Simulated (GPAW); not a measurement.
## free-standing square V monolayer, spacing 2.841 A: a ladder in all numerical settings together

Aim: see how far moments and order energies of free-standing square V monolayer, spacing 2.841 A move with all numerical settings together, and what each rung costs.

Method: revPBE; plane waves with GPAW's PAW setups, scalar-relativistic, in GPAW 26.7.0.

Report form: the programs' logs are mostly left out.

## (1) The starting structure

The cell holds 1 atom: 1 V. Cell: a = 2.841 Å, b = 2.841 Å, c = 14.000 Å, α = 90.0°, β = 90.0°, γ = 90.0°. model lattice. Vacuum lies along c.

Structure file:

```
V
1.0
     2.84100    0.00000    0.00000
     0.00000    2.84100    0.00000
     0.00000    0.00000   14.00000
V
1
Direct
  0.00000 0.00000 0.50000
```

## (2) Rung 1 (280 eV, mesh 4×4×1), start ferro +

Several settings change at once from rung to rung, from a quick look to a careful run; the headings and inputs name them.

Input file order1.py:

```python
import json
import numpy as np
from ase import Atoms
from ase.parallel import paropen, parprint
from gpaw import GPAW

atoms = Atoms(['V'],
    cell=[[2.841, 0.0, 0.0],
         [0.0, 2.841, 0.0],
         [0.0, 0.0, 14.0]],
    scaled_positions=[[0.0, 0.0, 0.5]],
    pbc=True,
    magmoms=[1.5])
atoms.calc = GPAW(mode={'name': 'pw', 'ecut': 280},
    xc='revPBE',
    kpts={'size': (4, 4, 1), 'gamma': True},
    occupations={'name': 'marzari-vanderbilt', 'width': 0.2},
    convergence={'density': 1e-05, 'energy': 1e-05},
    maxiter=200,
    symmetry={'tolerance': 1e-4},
    txt='order1.txt')
e = atoms.get_potential_energy(force_consistent=True)
res = {'free_energy': e, 'energy_sigma0': atoms.get_potential_energy(), 'fermi_energy': atoms.calc.get_fermi_level()}
res['moments'] = atoms.get_magnetic_moments().tolist()
res['total'] = atoms.get_magnetic_moment()
parprint('site moments (muB):', np.round(res['moments'], 3))
parprint(f"total moment: {res['total']:.3f} muB")
parprint(f'free energy: {e:.6f} eV')
atoms.calc.write('order1.gpw')
with paropen('results.json', 'w') as f:
    json.dump(res, f)
```

The run is started by

```bash
> OMP_NUM_THREADS=1 python3 order1.py > order1.log
```

Elapsed: 4.4 s, on 1 MPI rank of Intel Xeon 6975P-C (Granite Rapids), shared host; peak memory 0.14 GiB.

This step gave:

| Property | Result |
| --- | --- |
| magnetization | 3.210 μB |
| final state | ferromagnetic |
| largest moment | 2.439 μB |

After 14 cycles the largest moment stands at 2.44 μB.

## (3) Rung 1 (280 eV, mesh 4×2×1), start antiferro q=(0,1/2,0) +-

The second start gives the energy difference between the two end states, the quantity that is followed up the ladder. Its q is in fractions of the reciprocal vectors of the first run's cell.

order2.py is the script of step 2 with these lines changed:

```diff
@@ -6,12 +6,13 @@
 
-atoms = Atoms(['V'],
+atoms = Atoms(['V', 'V'],
     cell=[[2.841, 0.0, 0.0],
-         [0.0, 2.841, 0.0],
+         [0.0, 5.682, 0.0],
          [0.0, 0.0, 14.0]],
-    scaled_positions=[[0.0, 0.0, 0.5]],
+    scaled_positions=[[0.0, 0.0, 0.5],
+         [0.0, 0.5, 0.5]],
     pbc=True,
-    magmoms=[1.5])
+    magmoms=[1.5, -1.5])
 atoms.calc = GPAW(mode={'name': 'pw', 'ecut': 280},
     xc='revPBE',
-    kpts={'size': (4, 4, 1), 'gamma': True},
+    kpts={'size': (4, 2, 1), 'gamma': True},
     occupations={'name': 'marzari-vanderbilt', 'width': 0.2},
@@ -20,3 +21,3 @@
     symmetry={'tolerance': 1e-4},
-    txt='order1.txt')
+    txt='order2.txt')
 e = atoms.get_potential_energy(force_consistent=True)
@@ -28,3 +29,3 @@
 parprint(f'free energy: {e:.6f} eV')
-atoms.calc.write('order1.gpw')
+atoms.calc.write('order2.gpw')
 with paropen('results.json', 'w') as f:
```

The run is started by

```bash
> OMP_NUM_THREADS=1 python3 order2.py > order2.log
```

It took 10 s on 1 MPI rank; peak memory 0.17 GiB.

This step gave:

```
magnetization  : 0 μB
final state    : antiferromagnetic
largest moment : 2.646 μB
```

This start lies -119.6 meV a seeded atom from the first; its largest moment is 2.65 μB.

## (4) Rung 2 (380 eV, mesh 6×6×1), start ferro +

order1.py is the script of step 2 with these lines changed:

```diff
@@ -13,6 +13,6 @@
     magmoms=[1.5])
-atoms.calc = GPAW(mode={'name': 'pw', 'ecut': 280},
+atoms.calc = GPAW(mode={'name': 'pw', 'ecut': 380},
     xc='revPBE',
-    kpts={'size': (4, 4, 1), 'gamma': True},
-    occupations={'name': 'marzari-vanderbilt', 'width': 0.2},
+    kpts={'size': (6, 6, 1), 'gamma': True},
+    occupations={'name': 'marzari-vanderbilt', 'width': 0.15},
     convergence={'density': 1e-05, 'energy': 1e-05},
```

The run is started by

```bash
> OMP_NUM_THREADS=1 python3 order1.py > order1.log
```

Elapsed: 7.9 s, on 1 MPI rank; peak memory 0.16 GiB.

Numbers from this step:

- magnetization: 3.320 μB
- final state: ferromagnetic
- largest moment: 2.511 μB

The largest moment moves by +0.07 μB from rung 1, at 1.8 times its CPU time.

## (5) Rung 2 (380 eV, mesh 6×3×1), start antiferro q=(0,1/2,0) +-

order2.py is the script of step 3 with these lines changed:

```diff
@@ -14,6 +14,6 @@
     magmoms=[1.5, -1.5])
-atoms.calc = GPAW(mode={'name': 'pw', 'ecut': 280},
+atoms.calc = GPAW(mode={'name': 'pw', 'ecut': 380},
     xc='revPBE',
-    kpts={'size': (4, 2, 1), 'gamma': True},
-    occupations={'name': 'marzari-vanderbilt', 'width': 0.2},
+    kpts={'size': (6, 3, 1), 'gamma': True},
+    occupations={'name': 'marzari-vanderbilt', 'width': 0.15},
     convergence={'density': 1e-05, 'energy': 1e-05},
```

The run is started by

```bash
> OMP_NUM_THREADS=1 python3 order2.py > order2.log
```

Elapsed: 49 s, on 1 MPI rank; peak memory 0.21 GiB.

This step gave:

```yaml
magnetization: 0 μB
final_state: antiferromagnetic
largest_moment: 2.631 μB
```

This start lies -88.7 meV a seeded atom from the first, a change of +30.9 meV since rung 1; its largest moment is 2.63 μB.

## (6) Rung 3 (500 eV, mesh 8×8×1), start ferro +

order1.py is the script of step 4 with these lines changed:

```diff
@@ -13,6 +13,6 @@
     magmoms=[1.5])
-atoms.calc = GPAW(mode={'name': 'pw', 'ecut': 380},
+atoms.calc = GPAW(mode={'name': 'pw', 'ecut': 500},
     xc='revPBE',
-    kpts={'size': (6, 6, 1), 'gamma': True},
-    occupations={'name': 'marzari-vanderbilt', 'width': 0.15},
+    kpts={'size': (8, 8, 1), 'gamma': True},
+    occupations={'name': 'marzari-vanderbilt', 'width': 0.1},
     convergence={'density': 1e-05, 'energy': 1e-05},
```

The run is started by

```bash
> OMP_NUM_THREADS=1 python3 order1.py > order1.log
```

Run time: 12 s. Hardware: 1 MPI rank; peak memory 0.19 GiB.

Numbers from this step:

| Item | Value |
| --- | --- |
| magnetization | 3.176 μB |
| final state | ferromagnetic |
| largest moment | 2.410 μB |

The largest moment moves by -0.10 μB from rung 2, at 1.5 times its CPU time.

## (7) Rung 3 (500 eV, mesh 8×4×1), start antiferro q=(0,1/2,0) +-

order2.py is the script of step 5 with these lines changed:

```diff
@@ -14,6 +14,6 @@
     magmoms=[1.5, -1.5])
-atoms.calc = GPAW(mode={'name': 'pw', 'ecut': 380},
+atoms.calc = GPAW(mode={'name': 'pw', 'ecut': 500},
     xc='revPBE',
-    kpts={'size': (6, 3, 1), 'gamma': True},
-    occupations={'name': 'marzari-vanderbilt', 'width': 0.15},
+    kpts={'size': (8, 4, 1), 'gamma': True},
+    occupations={'name': 'marzari-vanderbilt', 'width': 0.1},
     convergence={'density': 1e-05, 'energy': 1e-05},
```

The run is started by

```bash
> OMP_NUM_THREADS=1 python3 order2.py > order2.log
```

The job ended after 41 s (1 MPI rank; peak memory 0.28 GiB).

Read from the output:

```yaml
magnetization: 0 μB
final_state: antiferromagnetic
largest_moment: 2.605 μB
```

This start lies -44.4 meV a seeded atom from the first, a change of +44.3 meV since rung 2; its largest moment is 2.61 μB.

## (8) Rung 4 (700 eV, mesh 12×12×1), start ferro +

order1.py is the script of step 6 with these lines changed:

```diff
@@ -13,6 +13,6 @@
     magmoms=[1.5])
-atoms.calc = GPAW(mode={'name': 'pw', 'ecut': 500},
+atoms.calc = GPAW(mode={'name': 'pw', 'ecut': 700},
     xc='revPBE',
-    kpts={'size': (8, 8, 1), 'gamma': True},
-    occupations={'name': 'marzari-vanderbilt', 'width': 0.1},
+    kpts={'size': (12, 12, 1), 'gamma': True},
+    occupations={'name': 'marzari-vanderbilt', 'width': 0.05},
     convergence={'density': 1e-05, 'energy': 1e-05},
```

The run is started by

```bash
> OMP_NUM_THREADS=1 python3 order1.py > order1.log
```

It took 39 s on 1 MPI rank; peak memory 0.28 GiB.

This step gave:

```
magnetization  : 3.182 μB
final state    : ferromagnetic
largest moment : 2.413 μB
```

The largest moment is that of rung 3, at 3.2 times its CPU time.

## (9) Rung 4 (700 eV, mesh 12×6×1), start antiferro q=(0,1/2,0) +-

order2.py is the script of step 7 with these lines changed:

```diff
@@ -14,6 +14,6 @@
     magmoms=[1.5, -1.5])
-atoms.calc = GPAW(mode={'name': 'pw', 'ecut': 500},
+atoms.calc = GPAW(mode={'name': 'pw', 'ecut': 700},
     xc='revPBE',
-    kpts={'size': (8, 4, 1), 'gamma': True},
-    occupations={'name': 'marzari-vanderbilt', 'width': 0.1},
+    kpts={'size': (12, 6, 1), 'gamma': True},
+    occupations={'name': 'marzari-vanderbilt', 'width': 0.05},
     convergence={'density': 1e-05, 'energy': 1e-05},
```

The run is started by

```bash
> OMP_NUM_THREADS=1 python3 order2.py > order2.log
```

It took 2.3 min on 1 MPI rank; peak memory 0.5 GiB.

This step gave:

| Item | Value |
| --- | --- |
| magnetization | 0 μB |
| final state | antiferromagnetic |
| largest moment | 2.641 μB |

This start lies -95.1 meV a seeded atom from the first, a change of -50.7 meV since rung 3; its largest moment is 2.64 μB.

## (10) Side by side

Ladder, by row:

```csv
rung,cutoff (eV),mesh,smearing (eV),state from the first start,state from the second start,second less first (meV a seeded atom),"moment, first (μB)","moment, second (μB)",CPU time (s)
1,280,4x4x1,0.2,ferromagnetic,antiferromagnetic,-119.6,2.439,2.646,14.39
2,380,6x6x1,0.15,ferromagnetic,antiferromagnetic,-88.69,2.511,2.631,57.12
3,500,8x8x1,0.1,ferromagnetic,antiferromagnetic,-44.35,2.41,2.605,52.73
4,700,12x12x1,0.05,ferromagnetic,antiferromagnetic,-95.08,2.413,2.641,175.7
```

## (11) Results

```yaml
range_of_the_moment_in_the_table_second_start: 2.61 to 2.65 μB
range_of_cpu_time: 14 s to 2.9 min
range_of_the_energy_difference: -120 to -44.4 meV a seeded atom
```

**Reading.** Only the last rung can serve as the reference, and the rung before it is still 51 meV away, so convergence is not shown. The second start ends lower on every rung of the table; whether functional and cell give the true order is another question. The largest step comes last, so convergence is not shown. The smearing is not Fermi–Dirac, so its width is no temperature.

[Logs and program files are shortened in this print: banners, set-up blocks, solver, clock and traceback lines can be left out without a mark of their own.]

[Logs are printed without paths, hosts, clocks, repeated set-up lines and the standing remarks that a program may print on its own settings, such as how far it seeks lower states.]

[Hosts, paths, dates, database ids (printed as entryN), source tags and the programs' standing remarks are cut or masked in the printed files.]

[Where a cell is said to come from a database of computed structures, the database is the Materials Project.]
